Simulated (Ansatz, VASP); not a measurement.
**One calculation of Sb, two programs**

Contents of INCAR:

```
PREC = Accurate ; ENCUT = 520
EDIFF = 1E-7 ; ISMEAR = -1
SIGMA = 0.05 ; LREAL = F
LASPH = T ; NELM = 80
ALGO = Normal ; ISIF = 2
LWAVE = F ; LCHARG = T
LELF = T ; LVHAR = T
NBANDS = 18
```

The input KPOINTS:

```
Automatic mesh
0
Gamma
  6 6 4
```

Contents of POSCAR:

```
Sb
1.0
    4.4665073636      0.0000000000      0.0000000000
    0.0000000000      4.3613480807      0.0000000000
   -1.3026719609      0.0000000000      6.2783327531
Sb
4
Direct
    0.3399300000      0.2500000000      0.6836700000
    0.9366380000      0.7500000000      0.7627580000
    0.0633620000      0.2500000000      0.2372420000
    0.6600700000      0.7500000000      0.3163300000
```

Contents of input.yaml:

```yaml
crystal:
  lattice:
    - [4.4665073636, 0.0, 0.0]
    - [0.0, 4.3613480807, 0.0]
    - [-1.3026719609, 0.0, 6.2783327531]
  atoms:
    - { symbol: Sb, position: [0.33993, 0.25, 0.68367] }
    - { symbol: Sb, position: [0.936638, 0.75, 0.762758] }
    - { symbol: Sb, position: [0.063362, 0.25, 0.237242] }
    - { symbol: Sb, position: [0.66007, 0.75, 0.31633] }
kpoints:
  mp_grid: { grid: [6, 6, 4] }
scf:
  occupations: { method: fermi_dirac, width: 0.05 }
hamiltonian:
  xc: lda
  pseudopotentials: { kind: all_electron, lapw: { basis_error: 0.002 } }
output:
  forces: true
  stress: true
  eigenvalues: true
```

Change from the starting cell: volume scaled by 0.96.

Alike in both runs: task single point; functional LDA; k mesh 6 × 6 × 4; occupations fermi-dirac, width 0.05 eV; no spin polarisation.

|  | VASP | Ansatz |
| --- | --- | --- |
| version | VASP 6.6.1 | Ansatz 0.2.0 |
| potentials or method | VASP PAW LDA potentials, release 64 (Sb) | all-electron LAPW, scalar-relativistic |
| plane-wave cutoff (eV) | 520 | see its input |

Ansatz gave:

```
gap on the k mesh at the Fermi level (eV)       : none
pressure (GPa)                                  : -1.5
largest component of the traceless stress (GPa) : 0.45
rms of the force components (eV/Å)              : 0.074
```

Estimate VASP's values.

gap on the k mesh at the Fermi level (eV): none; pressure (GPa): -1.3; largest component of the traceless stress (GPa): 0.49; rms of the force components (eV/Å): 0.096.

Atom by atom the forces differ by 0.038 eV/Å (rms over components). A gap of «none» marks a metal or a gap that the smearing closes. Ansatz ran all-electron here, so the differences hold the error of VASP's frozen core and of both bases.

The runs have no spin-orbit coupling, so splittings on Sb are missing.
